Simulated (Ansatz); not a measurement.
The system is La2O3.

```
La O
1.0
     6.26678    0.00000    0.00000
    -3.13339    5.42719    0.00000
     0.00000    0.00000    3.29977
La O
2 3
Cartesian
  3.1334 1.8091 1.6499
  0.0000 3.6181 1.6499
  3.1836 0.0000 0.0000
  -1.5918 2.7571 0.0000
  1.5416 2.6701 0.0000
```

The cell comes from a database or a generator and needn't be the stable form of this composition.

Base run:

| Property | Result |
| --- | --- |
| Program | Ansatz 0.2.0 |
| Functional | r2SCAN |
| Potentials or basis | Ansatz PAW |
| Cutoff | 500 eV (not typed: the program's choice for these potentials) |
| k mesh | 5 × 5 × 8 |
| Occupations | fermi-dirac, width 0.05 eV |
| Spin | no spin polarisation |

Its results: band gap on the k mesh 1.85 eV, indirect (least direct gap 2.40 eV); pressure 1.4 GPa; largest force 0.050 eV/Å.

**Question.** The run is repeated on the same cell with these changes: functional from r2SCAN to LDA; cutoff from 500 eV (not typed: the program's choice for these potentials) to 420 eV (not typed: the program's choice for these potentials). What comes out?

**Answer.** Band gap on the k mesh 1.39 eV, indirect (least direct gap 1.91 eV); pressure -3.3 GPa; largest force 0.073 eV/Å.

r2SCAN gives the wider gap, since meta-GGAs in the generalised Kohn-Sham scheme recover part of the derivative discontinuity.

Caveats: spin-orbit coupling is left out, which moves the levels of the heavy elements; the PAW data sets come from PBE, with cores solved anew for the run's functional, which leaves a small shift of forces and pressure; the magnetic or orbital state may not be the lowest (some runs).
